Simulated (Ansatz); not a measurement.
# ZrC (Fm-3m) in Ansatz: reference runs

How does ZrC come out in PBEsol? The cell is run as given and disturbed.

Everything below comes from runs of Ansatz 0.2.0. Logs are shortened: lines on timing, memory, paths and dates and some standing lists are left out, and cuts for length are marked.

### 1 Starting point

It takes space group Fm-3m (No. 225, cubic). Conventional cell: a = 4.730 Å, b = 4.730 Å, c = 4.730 Å, α = 90.00°, β = 90.00°, γ = 90.00°. Zr (site symmetry m-3m) has 6 C at 2.37 Å as nearest neighbours. C (site symmetry m-3m) is surrounded by 6 Zr at 2.37 Å.

### 2 Single point, PBEsol

Input file input.yaml:

```yaml
crystal:
  lattice:
    - [0.0, 2.365, 2.365]
    - [2.365, 0.0, 2.365]
    - [2.365, 2.365, 0.0]
  atoms:
    - { symbol: Zr, position: [0.5, 0.5, 0.5] }
    - { symbol: C, position: [0.0, 0.0, 0.0] }
kpoints:
  mp_grid: { grid: [10, 10, 10] }
scf:
  occupations: { method: fermi_dirac, width: 0.05 }
hamiltonian:
  xc: pbesol
  pseudopotentials: { kind: all_electron, lapw: { basis_error: 0.001 } }
output:
  forces: true
  stress: true
  eigenvalues: true
  populations: true
```

Potentials or basis: all-electron LAPW, scalar-relativistic.

Launch:

```sh
> ansatz run input.yaml --threads 1 --pin off --max-ram 3072MiB --backend cpu --events-out ev --progress --plain --runs-dir out
```

Log:

```text
Warning: RAYON_NUM_THREADS=1 ignored (pool sized by the plan → 1); use --threads N
Zr: projections on atomic orbitals take those of the free atom 1s2 2s2 2p6 3s2 3p6 3d10 4s2 4p6 4d2 5s2, of charge +0.00 (hamiltonian.pseudopotentials.projection_atoms)
C: projections on atomic orbitals take those of the free atom 1s2 2s2 2p2, of charge +0.00 (hamiltonian.pseudopotentials.projection_atoms)
LAPW: plane waves up to 8.162 Å⁻¹, error target 1.0e-3 eV per atom; small_component_spin mean_spin; C in spheres of 1.050 Å, 6 of its electrons in bands, Dirac shells []; Zr in spheres of 1.315 Å, 30 of its electrons in bands, Dirac shells [] (how accurate: hamiltonian.pseudopotentials.lapw.basis_error, Limitations)
Engine: ansatz 0.2.0, x86_64-unknown-linux-gnu
Pseudopotentials: kind: all_electron
Pseudopotential: Zr, LAPW, valence charge 30, lapw/all_electron/scalar/gaussian/Zr, Koelling and Harmon's equation, gaussian nucleus
Pseudopotential: C, LAPW, valence charge 6, lapw/all_electron/scalar/gaussian/C, Koelling and Harmon's equation, gaussian nucleus
Functional definition: PBEsol
  exchange = pbesol_x
  correlation = pbesol_c
Crystal: 2 atoms, lattice volume = 26.456 Å³
Basis set: ecut = 253.83626685940925 eV, 259 PW (Γ), exchange–correlation at level 2
Bands: 22, of which v1, the nominal top of the filled ones, is band 18 counted from 1 (17 counted from 0)
Symmetry: 48 space group operations
Space group: Fm-3m (ITA 225), of the structure as read, at distance tolerance 3.0e-5 Å
k-points: 47 of 1000
Non-local potential: Zr, projectors of the file, none
Non-local potential: C, projectors of the file, none
Initial density: superposition of atomic densities (chi_scale 0.1, normalization cell, long waves kept (reshape's long-wave potential 0.00 eV rms))
Initial wavefunctions: plane waves of lowest kinetic energy (no species holds an atomic orbital)
Functional: x = pbesol(κ = 0.804, μ = 0.12345679012345678), c = pbesol(β = 0.046)
iter 1 solved again at ethr=1.44e-2 eV; its pass at ethr=1.00e-1 eV (dr2=5.19e0 eV) is discarded
SCF iter   1: F=—  HF=-98908.127933 eV  |F-HF|=—  |Δ(HF+E_count)|=         —  Δρ=1.16e-1  dr2=5.18e0  ethr=1.44e-2  ⟨swp⟩=2.0  Hψ=6685  notcnv=0
preconditioner: auto → none  [insulator: Δε(μ)=0.325 eV  Ē_g=18.157 eV  σ=0.050 eV  W_gap=0.61  n_scr=14 (ndim 8)  ℏωp=27.0 eV  f_vac=0.000  D(μ)=0.16/eV (n_scr^D=0)  ε∞_Penn≈3.2]
SCF iter   2: F=—  HF=-98907.628440 eV  |F-HF|=—  |Δ(HF+E_count)|=   4.99e-1  Δρ=8.45e-2  dr2=2.60e0  ethr=1.44e-2  ⟨swp⟩=2.9  Hψ=3016  notcnv=0
iter 3 solved again at ethr=6.58e-5 eV; its pass at ethr=7.21e-3 eV (dr2=2.37e-2 eV) is discarded
SCF iter   3: F=—  HF=-98906.374256 eV  |F-HF|=—  |Δ(HF+E_count)|=    1.25e0  Δρ=1.05e-2  dr2=2.38e-2  ethr=6.58e-5  ⟨swp⟩=2.1  Hψ=5275  notcnv=0
SCF iter   4: F=—  HF=-98906.368206 eV  |F-HF|=—  |Δ(HF+E_count)|=         —  Δρ=3.08e-3  dr2=3.11e-3  ethr=6.58e-5  ⟨swp⟩=2.0  Hψ=3328  notcnv=0
the basis was enlarged: its passes take 196.8 KiB over the memory plan, 1 of 1 planned eigensolver slots
SCF iter   5: F=—  HF=-98906.366475 eV  |F-HF|=—  |Δ(HF+E_count)|=   1.73e-3  Δρ=1.41e-3  dr2=4.37e-4  ethr=8.65e-6  ⟨swp⟩=2.0  Hψ=3200  notcnv=0
SCF iter   6: F=—  HF=-98906.365511 eV  |F-HF|=—  |Δ(HF+E_count)|=   9.64e-4  Δρ=2.09e-4  dr2=1.14e-5  ethr=1.21e-6  ⟨swp⟩=2.8  Hψ=3273  notcnv=0
SCF iter   7: F=—  HF=-98906.365489 eV  |F-HF|=—  |Δ(HF+E_count)|=   2.21e-5  Δρ=5.59e-5  dr2=8.04e-7  ethr=3.16e-8  ⟨swp⟩=2.2  Hψ=3207  notcnv=0
SCF iter   8: F=-98906.365487 eV  HF=-98906.365487 eV  |F-HF|=1.98e-9  |Δ(HF+E_count)|=   1.27e-6  Δρ=2.04e-6  dr2=8.62e-10  ethr=2.23e-9  ⟨swp⟩=2.7  Hψ=3253  notcnv=0
SCF 1 converged in 8 iterations: F = -98906.365487 eV  dr2 = 8.62e-10
SCF converged after 8 iterations
Free energy (F): -98906.365487 eV
Harris-Foulkes:  -98906.365487 eV  (|F-HF|=1.98e-9)
Internal energy: -98906.362846 eV  (E = F + TS)
E sigma→0 (E₀):  -98906.364167 eV
Entropy (-TS):   -0.002641 eV (-1.321 meV/atom)
Fermi energy:    16.059663 eV
--- Per-component energies (eV) ---
  E_band       = -4573.335427
  E_kinetic    = 102110.055381
  E_xc         = -3197.427043
  E_electrostatic = -197818.991184  (all electrons and nuclei)
  E_smearing   = -0.002641  (= −TS)
  E_closure    = 0.000000  (closes the sum)
  E_atoms      = -98887.051451  (free atoms, spherical and without spin; not in F)
  Σ components = -98906.365487   (vs F -98906.365487, Δ=0.00e0)
  Basis errors (estimates in eV, not in F): energy 3.4e-4 per atom: plane waves 3.0e-4 (1.7e-4 summed), levels above the bands 4.4e-27, relativity 8.6e-9, radial functions 3.2e-5, core shells 4.6e-13; eigenvalues (radial functions only) 4.6e-6; not estimated: angular momenta, meshes, grids; target (lapw.basis_error) 1.0e-3; muffin-tin radii C 1.050 Å, Zr 1.315 Å
--- Forces (eV/Å), atoms counted from 1 ---
  atom   1  Zr    -0.00000000     0.00000000    -0.00000000
  atom   2  C      0.00000000    -0.00000000    -0.00000000
  max |Σ_I F_I| component: 8.55e-31 eV/Å
--- Stress (GPa, compression-positive) ---
       -8.444717      -0.000000       0.000000
       -0.000000      -8.444717      -0.000000
        0.000000      -0.000000      -8.444717
  P = ⅓ Tr σ = -8.4447 GPa (-84.447 kbar)
--- Band table (eV; the first three rows and the last of 47) ---
  k-point 0: bands = ["-381.3956", "-294.5241", "-294.5241", "-294.5241", "-247.3177", "-151.9608", "-151.9608", "-151.9608", "-151.9473", "-151.9473", "-31.9942", "-9.7468", "-9.7468", "-9.7468", "4.8312", "16.9964", "16.9964", "16.9964", "17.1015", "17.1015", "17.1015", "18.8003"]
  k-point 1: bands = ["-381.3956", "-294.5241", "-294.5241", "-294.5241", "-247.3177", "-151.9608", "-151.9608", "-151.9608", "-151.9473", "-151.9473", "-31.9853", "-9.8298", "-9.7542", "-9.7542", "5.0524", "15.6847", "15.9886", "15.9886", "17.4726", "17.4726", "17.9162", "19.8969"]
  k-point 2: bands = ["-381.3956", "-294.5241", "-294.5241", "-294.5241", "-247.3177", "-151.9608", "-151.9608", "-151.9608", "-151.9473", "-151.9473", "-31.9617", "-10.0409", "-9.7733", "-9.7733", "5.6617", "14.1058", "14.8167", "14.8167", "18.1116", "18.1116", "18.4685", "21.7435"]
  k-point 46: bands = ["-381.3956", "-294.5241", "-294.5241", "-294.5241", "-247.3177", "-151.9608", "-151.9608", "-151.9608", "-151.9473", "-151.9473", "-31.8682", "-10.2994", "-10.1676", "-10.0361", "6.6280", "13.6542", "13.7312", "13.7315", "18.4176", "20.0815", "21.5998", "22.5185"]
--- Löwdin populations: 2 sites ---
  site symbol       q [e]
     0     Zr     39.2293
     1      C      6.7311
  spilling = 0.000861 (of n_electrons = 46.000000)
```

Wall time 5.4 s (1 thread of Intel Xeon Platinum 8488C (Sapphire Rapids), shared host); peak memory 0.33 GiB.

Results:

```yaml
Free_energy: -98906.3655 eV
Pressure: -8.4 GPa
Band_gap_on_the_k_mesh: none (metal or under the smearing width)
Loewdin_charges: Zr +0.77; C -0.73 e
```

Levels at points of the mesh, in eV from the Fermi level:
```csv
k point,band 14,band 15,band 16,band 17,band 18,band 19,band 20,band 21,band 22
"(0.00, 0.00, 0.00)",-25.81,-11.23,0.94,0.94,0.94,1.04,1.04,1.04,2.74
"(0.00, 0.00, -0.50)",-25.88,-8.19,-5.27,-2.89,-2.89,4.39,4.39,5.21,6.38
"(0.00, -0.50, -0.50)",-26.08,-10.03,-2.10,-1.76,0.04,0.04,4.35,5.53,5.53
```

### 3 Single point, PBEsol (atoms moved at random, drawn with an rms of 0.05 Å)

input.yaml, as its differences from that of step 2:

```diff
@@ -6,4 +6,4 @@
   atoms:
-    - { symbol: Zr, position: [0.5, 0.5, 0.5] }
-    - { symbol: C, position: [0.0, 0.0, 0.0] }
+    - { symbol: Zr, position: [0.490141, 0.495912, 0.506416] }
+    - { symbol: C, position: [-0.010939, -0.004722, 0.021578] }
 kpoints:
```

Potentials or basis: all-electron LAPW, scalar-relativistic.

Launch:

```sh
> ansatz run input.yaml --threads 1 --pin off --max-ram 3072MiB --backend cpu --events-out ev --progress --plain --runs-dir out
```

It took 80 s on 1 thread of Intel Xeon Platinum 8488C (Sapphire Rapids), shared host; peak memory 0.81 GiB.

Results (log left out):

```
Free energy            : -98906.3579 eV
Pressure               : -8.3 GPa
Largest force          : 0.310 eV/Å
Band gap on the k mesh : none (metal or under the smearing width)
Loewdin charges        : Zr +0.77; C -0.73 e
```

Forces on the atoms (eV/Å):
```
Zr   0.222  0.215 -0.027
C   -0.222 -0.215  0.027
```

Stress tensor (GPa, compression positive):
```
-8.18 -0.14  0.02
-0.14 -8.19  0.02
 0.02  0.02 -8.43
```

Levels at points of the mesh, in eV from the Fermi level:
```
              k point  band 14  band 15  band 16  band 17  band 18  band 19  band 20  band 21  band 22
   (0.00, 0.00, 0.00)   -25.82   -11.24     0.69     0.71     0.87     1.03     1.24     1.27     2.75
  (0.00, 0.00, -0.50)   -25.89    -8.21    -5.28    -2.90    -2.90     4.38     4.38     5.19     6.38
  (0.00, -0.50, 0.00)   -25.89    -8.20    -5.28    -2.89    -2.89     4.37     4.38     5.19     6.34
 (0.00, -0.50, -0.50)   -26.09   -10.04    -2.11    -1.80     0.03     0.06     4.35     5.52     5.52
  (-0.50, 0.00, 0.00)   -25.89    -8.20    -5.28    -2.89    -2.89     4.37     4.38     5.19     6.34
 (-0.50, 0.00, -0.50)   -26.09   -10.04    -2.11    -1.80     0.03     0.06     4.35     5.52     5.52
 (-0.50, -0.50, 0.00)   -26.09   -10.04    -2.11    -1.82     0.02     0.08     4.36     5.52     5.52
(-0.50, -0.50, -0.50)   -25.89    -8.21    -5.28    -2.90    -2.90     4.37     4.38     5.19     6.37
```
